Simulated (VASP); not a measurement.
The system is GaN.

```
CELL_PARAMETERS angstrom
3.18000 0.00000 0.00000
-1.59000 2.75396 0.00000
0.00000 0.00000 5.16600
ATOMIC_POSITIONS crystal
Ga 0.33333 0.66667 0.00000
Ga 0.66667 0.33333 0.50000
N 0.33333 0.66667 0.37500
N 0.66667 0.33333 0.87500
```

| Quantity | Value |
| --- | --- |
| Program | VASP 6.6.1 |
| Task | relaxation of cell and atoms |
| Functional | PBE |
| Potentials or basis | VASP PAW PBE potentials, release 64 (Ga_d, N) |
| Cutoff | 600 eV |
| k mesh | 12 × 12 × 5 |
| Occupations | gaussian, width 0.03 eV |
| Spin | no spin polarisation |

At the start: pressure 7.2 GPa; volume 11.31 Å³/atom.

Task: How do energy, volume and symmetry change on relaxing?

Result: Over 5 steps the energy falls by 10.1 meV/atom and the volume is 11.75 Å³/atom (+3.9 %); space group P6_3mc (No. 186, to 0.05 Å).

Step by step:
```tsv
step	energy change (eV)	largest force (eV/Å)	pressure (GPa)	volume (Å³)
1	0.0000	0.1346	7.17	45.24
2	-0.0118	0.0620	-5.27	48.64
3	-0.0402	0.0105	-0.03	47.03
4	-0.0402	0.0127	0.13	47.00
5	-0.0403	0.0073	0.09	47.00
```

Final structure:
```cif
data_structure
_symmetry_space_group_name_H-M 'P 1'
_symmetry_Int_Tables_number 1
_cell_length_a 3.2171
_cell_length_b 3.2171
_cell_length_c 5.2435
_cell_angle_alpha 90.000
_cell_angle_beta 90.000
_cell_angle_gamma 120.000
_cell_volume 47.00
loop_
_atom_site_label
_atom_site_type_symbol
_atom_site_fract_x
_atom_site_fract_y
_atom_site_fract_z
_atom_site_occupancy
Ga1 Ga 0.33333 0.66667 0.99924 1
Ga2 Ga 0.66667 0.33333 0.49924 1
N1 N 0.33333 0.66667 0.37576 1
N2 N 0.66667 0.33333 0.87576 1
```
